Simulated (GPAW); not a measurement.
Runs of GPAW 26.7.0 on AlN. The structure is cubic, space group F-43m (No. 216). Conventional cell: a = 4.368 Å, b = 4.368 Å, c = 4.368 Å, α = 90.00°, β = 90.00°, γ = 90.00°. Around Al (site symmetry -43m) lie 4 N at 1.89 Å. N (site symmetry -43m) has 4 Al at 1.89 Å as nearest neighbours. Measurements of this composition are mostly on another form, of space group No. 186.

| task | level | k mesh | smearing | maxiter | exx fractions | exx fraction | response ecut | response k mesh | other keys | mesh quality | gap on the mesh (eV) |
| --- | --- | --- | --- | --- | --- | --- | --- | --- | --- | --- | --- |
| one-shot levels on a semilocal density | TPSS | 7 × 7 × 7 | fermi-dirac 0.05 eV | 80 | TPSSh 0.1, TPSS0 0.25 | - | - | - | several, not listed | not flagged | 3.56 |
| single point | PBE | 8 × 8 × 8 | fermi-dirac 0.01 eV | 150 | - | - | - | - | - | not flagged | 3.31 |
| hybrid scf | TPSSh | 5 × 5 × 5 | fermi-dirac 0.05 eV | 80 | - | 0.1 | - | - | several, not listed | coarse | (a) |
| dielectric tensor | PBE | 8 × 8 × 8 | fermi-dirac 0.001 eV | 150 | - | - | 80 eV | 26 × 26 × 26 | - | not flagged | 3.31 |

Alike in all rows: potentials or basis GPAW PAW data sets (gpaw-data 1.2.1), pw; no spin polarisation; cell as given; cutoff (eV) 600.

Task: Estimate the missing entries.

Result: (a) 4.63.

Caveats: some runs use coarse meshes; an odd mesh through Γ misses points on the zone boundary, where band edges often lie (some runs); energy and the plain gap are those of the semilocal run (some runs); the hybrids' values are one shot on its orbitals and mesh (some runs); the scaled meta-GGA exchange is a class typed in the script (some runs); the long-wavelength limit can be off by a per cent or two (some runs).
